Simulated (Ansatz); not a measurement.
**Cu (Fm-3m): series of slab calculations, by script**

A script is to give a series of slab calculations; the system is Cu (Fm-3m).

All numbers are computed with the Python package of Ansatz 0.2.0. Level of theory: DFT r2SCAN, plane waves, PAW.

## 1. The structure

The structure is cubic, space group Fm-3m (No. 225). The conventional cell has a = 3.615 Å, b = 3.615 Å, c = 3.615 Å, α = 90.00°, β = 90.00°, γ = 90.00°. Around Cu (site symmetry m-3m) lie 12 Cu at 2.56 Å.

Input file cu.cif:

```cif
data_Cu
_cell_length_a 2.556191
_cell_length_b 2.556191
_cell_length_c 2.556191
_cell_angle_alpha 60.00000
_cell_angle_beta 60.00000
_cell_angle_gamma 60.00000
_symmetry_space_group_name_H-M 'P 1'
_symmetry_Int_Tables_number 1
loop_
_symmetry_equiv_pos_as_xyz
'x, y, z'
loop_
_atom_site_label
_atom_site_type_symbol
_atom_site_fract_x
_atom_site_fract_y
_atom_site_fract_z
Cu1 Cu    0.000000    0.000000    0.000000
```

## 2. The script

Contents of field.py:

```python
"""A slab of Cu in an electric field."""

import ansatz as az
from ase.build import surface
from ase.io import read
import numpy as np
import pandas as pd


def main() -> None:
    atoms = read("cu.cif")
    # the plane is named in the basis of this cell
    rows = []
    for value in [-0.1, -0.05, 0.0, 0.05, 0.1]:
        slab = surface(atoms, (1, 1, 1), 3, vacuum=6.0)
        slab.pbc = True
        setup = (
            az.Crystal.from_ase(slab).calculation()
            .basis(630)
            .occupations("fermi_dirac", width=20 * az.meV)  # fractional filling near the Fermi level
            .functional(az.Functional.R2SCAN)
            .scf(tolerance=1e-07, max_iterations=200)
            .kpoints(9, 9, 1)
            .electric_field(axis=3, dipole_correction=True, amplitude=value)
        )
        rep = setup.run().report
        face = rep["work_function"]
        rows.append((value, len(slab), rep["free_energy_ev"], face["dipole_moment_e_ang"], face.get("phi_plus_ev"), face.get("phi_minus_ev")))

    print(pd.DataFrame(rows, columns=["field (V/A)", "atoms", "F (eV)", "dipole (e A)", "phi upper (eV)", "phi lower (eV)"]).round(4).to_string(index=False))
    print(f"induced dipole per field: {np.polyfit([row[0] for row in rows], [row[3] for row in rows], 1)[0]:.3f} e A^2/V")


if __name__ == "__main__":
    main()
```

## 3. What the engine is handed

The package turns the script's settings into the engine's input (first run):

```yaml
crystal:
  lattice:
    - [2.556191, 0.0, 0.0]
    - [1.2780954999999998, 2.213726342925148, 0.0]
    - [0.0, 0.0, 16.17424242339645]
  atoms:
    - { symbol: Cu, position: [0.0, 0.0, 0.3709601873730326] }
    - { symbol: Cu, position: [0.6666666666666667, 0.6666666666666667, 0.5] }
    - { symbol: Cu, position: [0.3333333333333334, 0.3333333333333335, 0.6290398126269674] }
basis:
  ecutwfc: 630.0
kpoints:
  mp_grid:
    grid: [9, 9, 1]
hamiltonian:
  xc: r2scan
efield:
  axis: 3
  amplitude: -0.1
  dipole_correction: true
scf:
  max_iter: 200
  convergence:
    dr2_threshold: 1.0e-07
  occupations:
    method: fermi_dirac
    width: 0.02
```

## 4. The run

The run is started by

```bash
python field.py
```

Without the output at hand: what should come out? Wanted: range of energy; lowest point, efield.amplitude.

**Answer**, as computed:

| quantity | value |
| --- | --- |
| runs compared | 5 |
| range of energy | 0.38 meV/atom |
| lowest point, efield.amplitude | 0.10 |

The lowest point is at the last value of the scan; the highest lies 0.4 meV/atom above it. The density doesn't vanish in the vacuum (a short gap or a low cutoff), which blurs the vacuum level. For a metal this k-point mesh is coarse: on a finer one energies can move by several to tens of meV an atom and pressures by half a GPa or more, differences at one mesh by less. The slabs are thin, unrelaxed cuts of the structure as given, on a modest mesh, so the surface energy isn't converged; Miller indices refer to the cell as typed, and unlike faces give only a mean.
